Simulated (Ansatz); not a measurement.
Pb:

```xyz
2
Lattice="3.4800 0.0000 0.0000 -1.7400 3.0138 0.0000 0.0000 0.0000 5.5900" Properties=species:S:1:pos:R:3 pbc="T T T"
Pb    1.7400    1.0046    4.1925
Pb    0.0000    2.0092    1.3975
```

This isn't the form of Pb at room conditions, which is fcc.

| Quantity | Value |
| --- | --- |
| Program | Ansatz 0.2.0 |
| Task | single point |
| Functional | PBEsol |
| Potentials or basis | all-electron LAPW, scalar-relativistic |
| Cutoff | 161 eV (chosen from the basis error) |
| Basis error allowed | 0.001 eV/atom |
| k mesh | 9 × 9 × 5 |
| Occupations | fermi-dirac, width 0.05 eV |
| Spin | no spin polarisation |

On this cell: pressure 1.1 GPa; largest force under 0.003 eV/Å; band gap on the k mesh none (metal or under the smearing width).

The same run follows on a disturbed copy (atoms moved at random, drawn with an rms of 0.05 Å):

```xyz
2
Lattice="3.4800 0.0000 0.0000 -1.7400 3.0138 0.0000 0.0000 0.0000 5.5900" Properties=species:S:1:pos:R:3 pbc="T T T"
Pb    1.7483    1.0604    4.1723
Pb   -0.0038    2.0711    1.4324
```

Problem. What changes?

Solution. The energy (extrapolated to zero smearing) moves by +0.8 meV/atom; pressure 1.1 GPa; largest force 0.076 eV/Å; band gap on the k mesh none (metal or under the smearing width).

Forces on the atoms (eV/Å):
```
Pb  -0.003  0.002  0.076
Pb   0.003 -0.002 -0.076
```

Stress tensor (GPa, compression positive):
```
-0.15  0.01 -0.01
 0.01 -0.15  0.00
-0.01  0.00  3.70
```
